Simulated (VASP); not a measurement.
# ZnS (Wurtzite-6H) (P6_3mc) in VASP: notebook

Aim: see how the results for ZnS (Wurtzite-6H) move with the level of theory and the settings. Levels: PBE+D4, PBE+TS. Tasks: relaxation of cell and atoms.

Everything below comes from runs of VASP 6.6.1. Logs are shortened: lines on timing, memory, paths and dates and some standing lists are left out, and cuts for length are marked.

## (1) Starting point

It takes space group P6_3mc (No. 186, hexagonal). The conventional cell has a = 3.812 Å, b = 3.812 Å, c = 18.690 Å, α = 90.00°, β = 90.00°, γ = 120.00°. Zn (site symmetry 3m) has 4 S at 2.33 to 2.34 Å as nearest neighbours. Around Zn (site symmetry 3m) lie 4 S at 2.33 to 2.34 Å. Zn (site symmetry 3m) has 4 S at 2.33 to 2.34 Å as nearest neighbours. S (site symmetry 3m) has 4 Zn at 2.33 to 2.34 Å as nearest neighbours. S (site symmetry 3m) is surrounded by 4 Zn at 2.33 to 2.34 Å. Around S (site symmetry 3m) lie 4 Zn at 2.33 to 2.34 Å.

## (2) Relaxation of cell and atoms, PBE+D4

INCAR

```
PREC = Accurate ; ENCUT = 600
EDIFF = 1E-6 ; ISMEAR = -1
SIGMA = 0.05 ; LREAL = False
LASPH = True ; NELM = 80
ALGO = Normal ; ISIF = 3
LWAVE = False ; LCHARG = False
GGA = PE ; IVDW = 13
IBRION = 2 ; NSW = 60
EDIFFG = -0.02
```

KPOINTS

```
Automatic mesh
0
Gamma
  8 8 2
```

POSCAR

```
ZnS
1.0
    3.8120000000      0.0000000000      0.0000000000
   -1.9060000000      3.3012888392      0.0000000000
    0.0000000000      0.0000000000     18.6899900000
Zn S
6 6
Direct
    0.3333333333      0.6666666667      0.8333300000
    0.6666666667      0.3333333333      0.3333300000
    0.6666666667      0.3333333333      0.6666700000
    0.3333333333      0.6666666667      0.1666700000
    0.0000000000      0.0000000000      0.5000000000
    0.0000000000      0.0000000000      0.0000000000
    0.3333333333      0.6666666667      0.9583300000
    0.6666666667      0.3333333333      0.4583300000
    0.6666666667      0.3333333333      0.7916700000
    0.3333333333      0.6666666667      0.2916700000
    0.0000000000      0.0000000000      0.6250000000
    0.0000000000      0.0000000000      0.1250000000
```

Potentials or basis: VASP PAW PBE potentials, release 64 (Zn, S).

The run is started by

```console
$ cat potpaw_PBE.64/Zn/POTCAR potpaw_PBE.64/S/POTCAR > POTCAR
$ mpirun -np 1 vasp_std > vasp.out
```

OUTCAR:

```text
PREC = Accurate
   ENCUT = 600
   EDIFF = 1E-6
   ISMEAR = -1
   LREAL = False
   LASPH = True
   NELM = 80
   ISIF = 3
   GGA = PE
   IVDW = 13
   IBRION = 2
   NSW = 60
   EDIFFG = -0.02

 ion  position               nearest neighbor table
   1  0.333  0.667  0.833-   9 2.33   9 2.33   9 2.33   7 2.34
   2  0.667  0.333  0.333-  10 2.33  10 2.33  10 2.33   8 2.34
   3  0.667  0.333  0.667-  11 2.33  11 2.33  11 2.33   9 2.34
   4  0.333  0.667  0.167-  12 2.33  12 2.33  12 2.33  10 2.34
   5  0.000  0.000  0.500-   8 2.33   8 2.33   8 2.33  11 2.34
   6  0.000  0.000  0.000-   7 2.33   7 2.33   7 2.33  12 2.34
   7  0.333  0.667  0.958-   6 2.33   6 2.33   6 2.33   1 2.34
   8  0.667  0.333  0.458-   5 2.33   5 2.33   5 2.33   2 2.34
   9  0.667  0.333  0.792-   1 2.33   1 2.33   1 2.33   3 2.34
  10  0.333  0.667  0.292-   2 2.33   2 2.33   2 2.33   4 2.34
  11  0.000  0.000  0.625-   3 2.33   3 2.33   3 2.33   5 2.34
  12  0.000  0.000  0.125-   4 2.33   4 2.33   4 2.33   6 2.34

  LATTYP: Found a hexagonal cell.
 ALAT       =     3.8120000000
 C/A-ratio  =     4.9029354669

  Lattice vectors:

 A1 = (   3.8120000000,   0.0000000000,   0.0000000000)
 A2 = (  -1.9060000000,   3.3012888392,   0.0000000000)
 A3 = (   0.0000000000,   0.0000000000,  18.6899900000)

Analysis of symmetry for initial positions (statically):
=====================================================================
 Subroutine PRICEL returns:
 Original cell was already a primitive cell.

 Routine SETGRP: Setting up the symmetry group for a
 hexagonal supercell.

 Subroutine GETGRP returns: Found 12 space group operations
 (whereof  6 operations were pure point group operations)
 out of a pool of 24 trial point group operations.

The static configuration has the point symmetry C_3v.
 The point group associated with its full space group is C_6v.

Analysis of symmetry for dynamics (positions and initial velocities):
=====================================================================
 Subroutine PRICEL returns:
 Original cell was already a primitive cell.

 Routine SETGRP: Setting up the symmetry group for a
 hexagonal supercell.

 Subroutine GETGRP returns: Found 12 space group operations
 (whereof  6 operations were pure point group operations)
 out of a pool of 24 trial point group operations.

The dynamic configuration has the point symmetry C_3v.
 The point group associated with its full space group is C_6v.

 Subroutine INISYM returns: Found 12 space group operations
 (whereof  6 operations are pure point group operations),
 and found     1 'primitive' translations

----------------------------------------------------------------------------------------

                                     Primitive cell

  volume of cell :     235.2044

  direct lattice vectors                    reciprocal lattice vectors
     3.812000000  0.000000000  0.000000000     0.262329486  0.151455999  0.000000000
    -1.906000000  3.301288839  0.000000000     0.000000000  0.302911999  0.000000000
     0.000000000  0.000000000 18.689990000     0.000000000  0.000000000  0.053504577

  length of vectors
     3.812000000  3.812000000 18.689990000     0.302911999  0.302911999  0.053504577

  position of ions in fractional coordinates (direct lattice)
     0.333333333  0.666666667  0.833330000
     0.666666667  0.333333333  0.333330000
     0.666666667  0.333333333  0.666670000
     0.333333333  0.666666667  0.166670000
     0.000000000  0.000000000  0.500000000
     0.000000000  0.000000000  0.000000000
     0.333333333  0.666666667  0.958330000
     0.666666667  0.333333333  0.458330000
     0.666666667  0.333333333  0.791670000
     0.333333333  0.666666667  0.291670000
     0.000000000  0.000000000  0.625000000
     0.000000000  0.000000000  0.125000000

  ion indices of the primitive-cell ions
   primitive index   ion index
                 1           1
                 2           2
                 3           3
                 4           4
                 5           5
                 6           6
                 7           7
                 8           8
                 9           9
                10          10
                11          11
                12          12

----------------------------------------------------------------------------------------

 KPOINTS: Automatic mesh

Automatic generation of k-mesh.
 Grid dimensions read from file:
 generate k-points for:    8    8    2

 Generating k-lattice:

  Cartesian coordinates                     Fractional coordinates (reciprocal lattice)
     0.032791186  0.018932000  0.000000000     0.125000000  0.000000000  0.000000000
     0.000000000  0.037864000  0.000000000     0.000000000  0.125000000  0.000000000
     0.000000000  0.000000000  0.026752288     0.000000000  0.000000000  0.500000000

  Length of vectors
     0.037864000  0.037864000  0.026752288

  Shift w.r.t. Gamma in fractional coordinates (k-lattice)
     0.000000000  0.000000000  0.000000000

 Subroutine IBZKPT returns following result:
 ===========================================

 Found     20 irreducible k-points:

 Following reciprocal coordinates:
            Coordinates               Weight
  0.000000  0.000000  0.000000      1.000000
  0.125000  0.000000  0.000000      6.000000
  0.250000  0.000000  0.000000      6.000000
  0.375000  0.000000  0.000000      6.000000
  0.500000  0.000000  0.000000      3.000000
  0.125000  0.125000  0.000000      6.000000
[... 12 lines left out ...]
  0.250000  0.250000  0.500000      6.000000
  0.375000  0.250000  0.500000      6.000000
   k-points           NKPTS =     20   k-points in BZ     NKDIM =     20   number of bands    NBANDS=     64
   number of dos      NEDOS =    301   number of ions     NIONS =     12
   total plane-waves  NPLWV = 135000
   dimension x,y,z NGX =    30 NGY =   30 NGZ =  150
   dimension x,y,z NGXF=    60 NGYF=   60 NGZF=  300
   ions per type =               6   6
   NGX,Y,Z   is equivalent  to a cutoff of  13.08, 13.08, 13.34 a.u.
   NGXF,Y,Z  is equivalent  to a cutoff of  26.17, 26.17, 26.68 a.u.
 SYSTEM =  unknown system
   PREC   = accura    normal or accurate (medium, high low for compatibility)
   ISTART =      0    job   : 0-new  1-cont  2-samecut
   ICHARG =      2    charge: 1-file 2-atom 10-const
   ISPIN  =      1    spin polarized calculation?
   LNONCOLLINEAR =      F non collinear calculations
   LSORBIT =      F    spin-orbit coupling
   LASPH  =      T    aspherical Exc in radial PAW
   ENCUT  =  600.0 eV  44.10 Ry    6.64 a.u.   7.61  7.61 37.33*2*pi/ulx,y,z
   NELM   =     80;   NELMIN=  2; NELMDL= -5     # of ELM steps
   EDIFF  = 0.1E-05   stopping-criterion for ELM
   LREAL  =      F    real-space projection
   EDIFFG = -.2E-01   stopping-criterion for IOM
   NSW    =     60    number of steps for IOM
   IBRION =      2    ionic relax: 0-MD 1-quasi-New 2-CG
   NFREE  =      1    steps in history (QN), initial steepest desc. (CG)
   ISIF   =      3    stress and relaxation
   ISYM   =      2    0-nonsym 1-usesym 2-fastsym
   POTIM  = 0.5000    time-step for ionic-motion
   TEBEG  =    0.0;   TEEND  =   0.0 temperature during run
   PSTRESS=    0.0 pullay stress
   NELECT =     108.0000    total number of electrons
   NUPDOWN=      -1.0000    fix difference up-down
   EMIN   =  10.00;   EMAX   =-10.00  energy-range for DOS
   EFERMI =   0.00;   METHOD = LEGACY
   ISMEAR =    -1;   SIGMA  =   0.05  broadening in eV -4-tet -1-fermi 0-gaus
   EFERMI_NEDOS =   21; number of points for ismear=-14 and -15
   IALGO  =     38    algorithm
   IMIX   =      4    mixing-type and parameters
     AMIX     =   0.40;   BMIX     =  1.00
     AMIX_MAG =   1.60;   BMIX_MAG =  1.00
  volume/ion in A,a.u.               =      19.60       132.27
  Fermi-wavevector in a.u.,A,eV,Ry     =   1.262993  2.386711 21.703349  1.595151
  Thomas-Fermi vector in A             =   2.396373
   LORBIT       =      0    0 simple, 1 ext, 2 COOP (PROOUT), +10 PAW based schemes
   GGA     = PE    functional components
   LHFCALC =     F    Hartree Fock is set to
   AEXX    =    0.0000 exact exchange contribution
   IVDW    =    13    specifies the selected vdW correction
   LEPSILON=     F    determine dielectric tensor
   LRPA    =     F    only Hartree local field effects (RPA)
 conjugate gradient relaxation of ions
 non-spin polarized calculation
  energy-cutoff  :      600.00
  volume of cell :      235.20
 maximum number of plane-waves:      7890
   NGX = 15   NGY = 15   NGZ = 75

--------------------------------------- Ionic step        1  -------------------------------------------

 number of electron     108.0000134 magnetization

 Free energy of the ion-electron system (eV)
  ---------------------------------------------------
  ext. energy  EPLUGINS =         0.00000000
  ---------------------------------------------------
  free energy    TOTEN  =       -41.05267173 eV

  energy without entropy =      -41.05267173  energy(sigma->0) =      -41.05267173

------------------------ aborting loop because EDIFF is reached ----------------------------------------

  DFT-D4 for vdW energy calculation

  Edisp (eV):   -3.69447

  FORCE on cell =-STRESS in cart. coord.  units (eV):
  Direction    XX          YY          ZZ          XY          YZ          ZX
  --------------------------------------------------------------------------------------
  -------------------------------------------------------------------------------------
  Total      -0.81520    -0.81520    -0.70506     0.00000     0.00000     0.00000
  in kB      -5.55305    -5.55305    -4.80277     0.00000     0.00000     0.00000
  external pressure =       -5.30 kB  Pullay stress =        0.00 kB

 VOLUME and BASIS-vectors are now :
 -----------------------------------------------------------------------------
  energy-cutoff  :      600.00
  volume of cell :      235.20
      direct lattice vectors                 reciprocal lattice vectors
     3.812000000  0.000000000  0.000000000     0.262329486  0.151455999  0.000000000
    -1.906000000  3.301288839  0.000000000     0.000000000  0.302911999  0.000000000
     0.000000000  0.000000000 18.689990000     0.000000000  0.000000000  0.053504577
[... 154 lines left out ...]
      1.90221      1.09824      6.21920         0.000000      0.000000     -0.002934
      1.90221      1.09824     12.43902         0.000000      0.000000      0.014488
     -0.00000      2.19648      3.11011        -0.000000      0.000000      0.014488
      1.90221      3.29472      9.32873        -0.000000     -0.000000     -0.000015
      0.00000      0.00000     18.65765        -0.000000      0.000000     -0.000015
     -0.00000      2.19648     17.87946        -0.000000     -0.000000     -0.023641
      1.90221      1.09824      8.55055         0.000000      0.000000     -0.023641
      1.90221      1.09824     14.77072        -0.000000     -0.000000     -0.003218
     -0.00000      2.19648      5.44181         0.000000      0.000000     -0.003218
      0.00000      0.00000     11.66194         0.000000      0.000000      0.015321
      0.00000      0.00000      2.33302        -0.000000     -0.000000      0.015321
 -----------------------------------------------------------------------------------
    total drift:                               -0.000001     -0.000002     -0.001566

  FREE ENERGIE OF THE ION-ELECTRON SYSTEM (eV)
  ---------------------------------------------------
  free  energy   TOTEN  =       -44.7491018664 eV

  energy  without entropy=      -44.7491018664  energy(sigma->0) =      -44.74910187

--------------------------------------- Ionic step        5  -------------------------------------------

 number of electron     108.0000134 magnetization

 Free energy of the ion-electron system (eV)
  ---------------------------------------------------
  ext. energy  EPLUGINS =         0.00000000
  ---------------------------------------------------
  free energy    TOTEN  =       -41.03212482 eV

  energy without entropy =      -41.03212482  energy(sigma->0) =      -41.03212482

 E-fermi :   3.2996     XC(G=0):  -9.6850

 val. band max:        2.2257117252   @ k =   0.0000   0.0000   0.0000
 cond. band min:       4.4178483687   @ k =   0.0000   0.0000   0.0000
 fundamental gap:      2.1921366435
 Fermi energy:         3.2995687911

 k-point     1 :       0.0000    0.0000    0.0000
  band No.  band energies     occupation
      1     -11.0078      2.00000
      2     -10.8044      2.00000
      3     -10.7961      2.00000
      4     -10.3339      2.00000
      5     -10.3251      2.00000
      6     -10.0569      2.00000
[... 1355 lines left out ...]
 POSITION                                       TOTAL-FORCE (eV/Angst)
 -----------------------------------------------------------------------------------
     -0.00000      2.19632     15.55094        -0.000000      0.000000     -0.005368
      1.90207      1.09816      6.22025         0.000000     -0.000000     -0.005368
      1.90207      1.09816     12.44204         0.000000     -0.000000      0.013040
     -0.00000      2.19632      3.11136        -0.000000     -0.000000      0.013040
     -0.00000     -0.00000      9.33049         0.000000     -0.000000      0.002755
      0.00000      0.00000     18.66118        -0.000000      0.000000      0.002755
     -0.00000      2.19632     17.88176         0.000000      0.000000     -0.014554
      1.90207      1.09816      8.55108        -0.000000     -0.000000     -0.014554
      1.90207      1.09816     14.77338         0.000000     -0.000000     -0.001405
     -0.00000      2.19632      5.44269         0.000000     -0.000000     -0.001405
      0.00000      0.00000     11.66487        -0.000000      0.000000      0.005532
      1.90207      3.29448      2.33418        -0.000000     -0.000000      0.005532
 -----------------------------------------------------------------------------------
    total drift:                               -0.000001     -0.000002     -0.001401

  FREE ENERGIE OF THE ION-ELECTRON SYSTEM (eV)
  ---------------------------------------------------
  free  energy   TOTEN  =       -44.7491937620 eV

  energy  without entropy=      -44.7491937620  energy(sigma->0) =      -44.74919376

 reached required accuracy - stopping structural energy minimisation
```

Wall time 13 min (1 thread of AMD EPYC 9R45 (Zen 5), shared host); peak memory 0.5 GiB.

Results:

```yaml
Free_energy: -44.7492 eV
Relaxed_volume: 19.49 Å³/atom
Relaxed_cell: a = 3.804 Å, b = 3.804 Å, c = 18.661 Å, α = 90.00°, β = 90.00°, γ = 120.00°
Space_group_after_relaxing_to_0.05_Å: P6_3mc (No. 186)
Energy_gained_by_relaxing: 0.2 meV/atom
Ionic_steps: 5
Pressure_after_relaxing: 0.0 GPa
Largest_force_after_relaxing: 0.015 eV/Å
Band_gap_on_the_k_mesh: 2.19 eV, direct
Dispersion_energy_per_atom: -0.310 eV
```

Forces in eV/Å, atoms in the order of the input:
```
Zn   0.000  0.000 -0.005
Zn   0.000  0.000 -0.005
Zn   0.000  0.000  0.013
Zn   0.000  0.000  0.013
Zn   0.000  0.000  0.003
Zn   0.000  0.000  0.003
S    0.000  0.000 -0.015
S    0.000  0.000 -0.015
S    0.000  0.000 -0.001
S    0.000  0.000 -0.001
S    0.000  0.000  0.006
S    0.000  0.000  0.006
```

Step by step:
```
step  energy change (eV)  largest force (eV/Å)  pressure (GPa)  volume (Å³)
   1              0.0000                0.0306           -0.53       235.20
   2             -0.0012                0.0194            0.30       233.00
   3             -0.0020                0.0242            0.00       233.91
   4             -0.0020                0.0236            0.02       233.87
   5             -0.0021                0.0146            0.00       233.88
```

Final structure:
```yaml
crystal:
  lattice:
    - [3.80414, 0.00000, 0.00000]
    - [-1.90207, 3.29448, 0.00000]
    - [0.00000, 0.00000, 18.66137]
  atoms:
    - { symbol: Zn, position: [0.33333, 0.66667, 0.83332] }
    - { symbol: Zn, position: [0.66667, 0.33333, 0.33332] }
    - { symbol: Zn, position: [0.66667, 0.33333, 0.66673] }
    - { symbol: Zn, position: [0.33333, 0.66667, 0.16673] }
    - { symbol: Zn, position: [0.00000, 0.00000, 0.49999] }
    - { symbol: Zn, position: [0.00000, 0.00000, 0.99999] }
    - { symbol: S, position: [0.33333, 0.66667, 0.95822] }
    - { symbol: S, position: [0.66667, 0.33333, 0.45822] }
    - { symbol: S, position: [0.66667, 0.33333, 0.79166] }
    - { symbol: S, position: [0.33333, 0.66667, 0.29166] }
    - { symbol: S, position: [0.00000, 0.00000, 0.62508] }
    - { symbol: S, position: [0.00000, 0.00000, 0.12508] }
```

Levels at points of the mesh, in eV from the valence-band top:
```
           k point  band 52  band 53  band 54  band 55  band 56  band 57
(0.00, 0.00, 0.00)    -0.03     0.00     0.00     2.19     3.23     3.29
(0.50, 0.00, 0.00)    -1.27    -1.11    -0.89     3.44     3.57     3.60
(0.00, 0.00, 0.50)    -0.07    -0.07    -0.07     2.67     2.67     3.29
(0.50, 0.00, 0.50)    -1.23    -1.00    -1.00     3.37     3.37     3.85
```

A k mesh can miss the band edges.

(Part 1 of 2 ends here.)
